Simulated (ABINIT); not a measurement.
# AlN (P6_3mc) in ABINIT: reference runs, part 2 of 2

ABINIT 10.8.3 (patched build).

## 3. Single point, PBE

The input, run.py:

```python
import json, os
import numpy as np
from ase.units import GPa
from ase.calculators.abinit import Abinit, AbinitProfile
from ase import Atoms

atoms = Atoms(['Al', 'Al', 'N', 'N'],
              cell=[[3.113, 0.0, 0.0], [-1.5565, 2.695937082, 0.0], [0.0, 0.0, 4.981]],
              scaled_positions=[[0.6666666667, 0.3333333333, 0.5], [0.3333333333, 0.6666666667, 0.0], [0.6666666667, 0.3333333333, 0.88], [0.3333333333, 0.6666666667, 0.38]],
              pbc=True)

profile = AbinitProfile(command='abinit', pp_paths=[os.path.abspath('pseudos')])
params = dict(
    pps='pawxml', xc='PBE',
    ecut=707.496,
    pawecutdg=1306.1465,
    kptopt=1,
    ngkpt=[10, 10, 6],
    nshiftk=1,
    shiftk=[0.0, 0.0, 0.0],
    ixc=11,
    nband=12,
    occopt=3,
    tsmear=0.05,
    nstep=100,
    tolvrs=1e-09,
    prtwf=0,
    prtden=0,
)

atoms.calc = Abinit(profile=profile, directory='run', **params)
energy = atoms.get_potential_energy()
forces = atoms.get_forces()
stress = atoms.get_stress()
print(f'energy {energy:.6f} eV')
print('forces (eV/A)')
print(np.round(forces, 5))
print('stress (GPa, Voigt, tension positive)', np.round(stress / GPa, 4))
json.dump(dict(energy=energy, forces=forces.tolist(), stress=stress.tolist(), cell=atoms.cell.tolist(), frac=atoms.get_scaled_positions(wrap=False).tolist()), open('results.json', 'w'))
```

Potentials or basis: JTH PAW PBE v2.0.

Started as:

```bash
> python run.py
```

Standard output:

```text
energy -665.891229 eV
forces (eV/A)
[[-0.      -0.      -0.13065]
 [ 0.       0.      -0.13065]
 [-0.      -0.       0.13065]
 [-0.      -0.       0.13065]]
stress (GPa, Voigt, tension positive) [-3.6645 -3.6645 -5.2758  0.      0.      0.    ]
```

abinit.in:

```text
ecut 707.496 eV
ixc 11
kptopt 1
natom 4
nband 12
ngkpt
10 10 6
nshiftk 1
nsppol 1
nstep 100
occopt 3
pawecutdg 1306.1465 eV
prtden 0
prtwf 0
shiftk
0.0 0.0 0.0
tolvrs 1e-09
tsmear 0.05 eV
#Definition of the unit cell
acell
1.00000000000000 1.00000000000000 1.00000000000000 Angstrom
rprim
3.11300000000000 0.00000000000000 0.00000000000000
-1.55650000000000 2.69593708200000 0.00000000000000
0.00000000000000 0.00000000000000 4.98100000000000
chkprim 0 # Allow non-primitive cells
#Definition of the atom types
ntypat 2
znucl 7 13
#Enumerate different atomic species
typat
 2 2 1 1
pseudos "./pseudos/N.GGA_PBE-JTH.xml,
./pseudos/Al.GGA_PBE-JTH.xml"
#Definition of the atoms
xcart
2.94135871515931 1.69819424565284 4.70636291639687
-0.00000000029414 3.39638849181513 0.00000000000000
2.94135871515931 1.69819424565284 8.28319873285849
-0.00000000029414 3.39638849181513 3.57683581646162
chkexit 1 # abinit.exit file in the running directory terminates after the current SCF
```

abinit.abo:

```text
.Version 10.8.3 of ABINIT
 Symmetries : space group P6_3 m c (#186); Bravais hP (primitive hexag.)
================================================================================
 Values of the parameters that define the memory need of the present run
     intxc =       0    ionmov =       0      iscf =      17    lmnmax =       8
     lnmax =       4     mgfft =      45  mpssoang =       2    mqgrid =    3001
     natom =       4  nloc_mem =       2    nspden =       1   nspinor =       1
    nsppol =       1      nsym =      12    n1xccc =       1    ntypat =       2
    occopt =       3   xclevel =       2
       mpw =        1800          nfft =       40500          nkpt =          56
 PAW method is used; the additional fine FFT grid is defined by:
   mgfftf=        60    nfftf =     96000
[... 283 lines left out ...]
                      -5.7215165763E-30 -9.9099574065E-30  2.5407970010E-03
                      -5.7215165763E-30 -9.9099574065E-30  2.5407970010E-03
            rprim      3.1130000000E+00  0.0000000000E+00  0.0000000000E+00
                      -1.5565000000E+00  2.6959370820E+00  0.0000000000E+00
                       0.0000000000E+00  0.0000000000E+00  4.9810000000E+00
           strten     -1.2455384391E-04 -1.2455384390E-04 -1.7932007982E-04
                       0.0000000000E+00  0.0000000000E+00  0.0000000000E+00
           xangst      1.5565000000E+00  8.9864569395E-01  2.4905000000E+00
                      -2.9182093477E-11  1.7972913879E+00  0.0000000000E+00
                       1.5565000000E+00  8.9864569395E-01  4.3832799999E+00
                      -2.9182093477E-11  1.7972913879E+00  1.8927799999E+00
             xred      6.6666666665E-01  3.3333333331E-01  5.0000000000E-01
                       3.3333333331E-01  6.6666666665E-01  0.0000000000E+00
                       6.6666666665E-01  3.3333333331E-01  8.7999999999E-01
                       3.3333333331E-01  6.6666666665E-01  3.7999999999E-01
 Calculation completed.
```

Run time: 43 s. Hardware: 1 thread of Arm Neoverse V1, shared host; peak memory 0.13 GiB.

What came out:

```
Free energy                                           : -665.8913 eV
Pressure                                              : 4.2 GPa
Largest force                                         : 0.131 eV/Å
Band gap on the k mesh                                : 4.20 eV, direct
Valence electrons inside the program's atomic spheres : Al 0.90; N 2.63
```

Forces in eV/Å, atoms in the order of the input:
```
Al   0.000  0.000 -0.131
Al   0.000  0.000 -0.131
N    0.000  0.000  0.131
N    0.000  0.000  0.131
```

Stress tensor (GPa, compression positive):
```
3.66 0.00 0.00
0.00 3.66 0.00
0.00 0.00 5.28
```

Levels at points of the mesh, in eV from the valence-band top:
| k point | band 6 | band 7 | band 8 | band 9 | band 10 | band 11 |
| --- | --- | --- | --- | --- | --- | --- |
| (0.00, 0.00, 0.00) | -0.18 | -0.18 | 0.00 | 4.20 | 6.64 | 10.60 |
| (0.50, 0.00, 0.00) | -2.07 | -1.77 | -0.66 | 5.81 | 5.81 | 8.18 |
| (0.00, 0.00, 0.50) | -0.52 | -0.52 | -0.52 | 6.45 | 6.45 | 10.32 |
| (0.50, 0.00, 0.50) | -1.44 | -1.35 | -1.35 | 5.31 | 5.31 | 9.27 |

## 4. Single point, PBE (atoms moved at random, drawn with an rms of 0.05 Å)

The input, run.abi:

```
# Pseudopotentials
pp_dirpath "./"
pseudos "Al.GGA_PBE-JTH.xml, N.GGA_PBE-JTH.xml"

# Structure
acell 3*1.0 Angstrom
rprim
     3.1130000000     0.0000000000     0.0000000000
    -1.5565000000     2.6959370820     0.0000000000
     0.0000000000     0.0000000000     4.9810000000
ntypat 2
znucl 13 7
natom 4
typat 1 1 2 2
xred
     0.6648880000     0.3374970000     0.5017330000
     0.3259010000     0.6703850000    -0.0061290000
     0.6406570000     0.3163710000     0.8687530000
     0.3268930000     0.6631110000     0.3751070000
chkprim 0
chksymtnons 0
tolsym 1.0e-6

# Plane-wave basis
ecut 26.0
pawecutdg 48.0

# k points
kptopt 1
ngkpt 10 10 6
nshiftk 1
shiftk 0.0 0.0 0.0

# Exchange and correlation
ixc 11

# Bands and occupations
nband 12
occopt 3
tsmear 0.05 eV

# SCF cycle
nstep 100
tolvrs 1.0e-9

# Output
iomode 3
prtwf 0
prtden 0
prteig 0
prtebands 0
enunit 2
```

Potentials or basis: JTH PAW PBE v2.0.

Started as:

```bash
> abinit run.abi > log 2>&1
```

run.abo:

```text
.Version 10.8.3 of ABINIT
 Symmetries : space group P1 (#  1); Bravais aP (primitive triclinic)
================================================================================
 Values of the parameters that define the memory need of the present run
     intxc =       0    ionmov =       0      iscf =      17    lmnmax =       8
     lnmax =       4     mgfft =      45  mpssoang =       2    mqgrid =    3001
     natom =       4  nloc_mem =       2    nspden =       1   nspinor =       1
    nsppol =       1      nsym =       1    n1xccc =       1    ntypat =       2
    occopt =       3   xclevel =       2
       mpw =        1800          nfft =       40500          nkpt =         304
 PAW method is used; the additional fine FFT grid is defined by:
   mgfftf=        60    nfftf =     96000
================================================================================
================================================================================

--------------------------------------------------------------------------------
------------- Echo of variables that govern the present computation ------------
[... 286 lines left out ...]

 -outvars: echo values of variables after computation  --------
            acell      1.8897261259E+00  1.8897261259E+00  1.8897261259E+00 Bohr
           etotal     -2.4468338504E+01
            fcart     -1.7757917746E-03 -6.1451393223E-03 -2.5096140710E-02
                      -4.4902597059E-03 -1.5702613490E-02  2.8337105756E-03
                       6.5369039794E-03  1.6915390862E-02  2.0890132405E-02
                      -2.7085249883E-04  4.9323619503E-03  1.3722977300E-03
            rprim      3.1130000000E+00  0.0000000000E+00  0.0000000000E+00
                      -1.5565000000E+00  2.6959370820E+00  0.0000000000E+00
                       0.0000000000E+00  0.0000000000E+00  4.9810000000E+00
           strten     -4.4058845571E-05 -1.4479866201E-04 -3.1094618236E-04
                       6.3632714525E-05  1.8294438053E-05  3.1174021598E-05
           xangst      1.5444822635E+00  9.0987067736E-01  2.4991320730E+00
                      -2.8924439500E-02  1.8073157807E+00 -3.0528549000E-02
                       1.5019337795E+00  8.5291631057E-01  4.3272586930E+00
                      -1.4514362500E-02  1.7877055344E+00  1.8684079670E+00
             xred      6.6488800000E-01  3.3749700000E-01  5.0173300000E-01
                       3.2590100000E-01  6.7038500000E-01 -6.1290000000E-03
                       6.4065700000E-01  3.1637100000E-01  8.6875300000E-01
                       3.2689300000E-01  6.6311100000E-01  3.7510700000E-01
 Calculation completed.
```

It took 4.2 min on 1 thread of Arm Neoverse V1, shared host; peak memory 0.26 GiB.

What came out:

```
Free energy                                           : -665.8174 eV
Pressure                                              : 4.9 GPa
Largest force                                         : 1.423 eV/Å
Band gap on the k mesh                                : 4.22 eV, direct
Valence electrons inside the program's atomic spheres : Al 0.92, 0.89; N 2.64, 2.61
```

Forces in eV/Å, atoms in the order of the input:
```
Al  -0.091 -0.316 -1.290
Al  -0.231 -0.807  0.146
N    0.336  0.870  1.074
N   -0.014  0.254  0.071
```

Stress tensor (GPa, compression positive):
```
 1.30 -0.92 -0.54
-0.92  4.26 -1.87
-0.54 -1.87  9.15
```

## 5. Comparison with measurements

Step 2. Measured gap of AlN: 6.0343 eV (an exciton energy, a little under the gap; 0 K; quoted in “Structural and optical properties of self-assembled AlN nanowires grown on SiO2/Si substrates by molecular beam epitaxy”, 2024, arxiv:2402.00216). This calculation gives 4.20 eV (-1.83 eV). 2 values of this kind are on record (6.034 to 6.0343 eV); this one was drawn at random. The value is that of PBE on a finite k mesh, which can miss the band edges, without temperature or zero-point motion. Semilocal functionals fall short of measured gaps as a rule.

Step 3. A measured gap of AlN is 6.0343 eV (an exciton energy, a little under the gap; 0 K; quoted in “Structural and optical properties of self-assembled AlN nanowires grown on SiO2/Si substrates by molecular beam epitaxy”, 2024, arxiv:2402.00216); the calculated 4.20 eV misses it by -1.83 eV. 2 values of this kind are on record (6.034 to 6.0343 eV); this one was drawn at random. The value is that of PBE on a finite k mesh, which can miss the band edges, without temperature or zero-point motion. Semilocal functionals fall short of measured gaps as a rule.
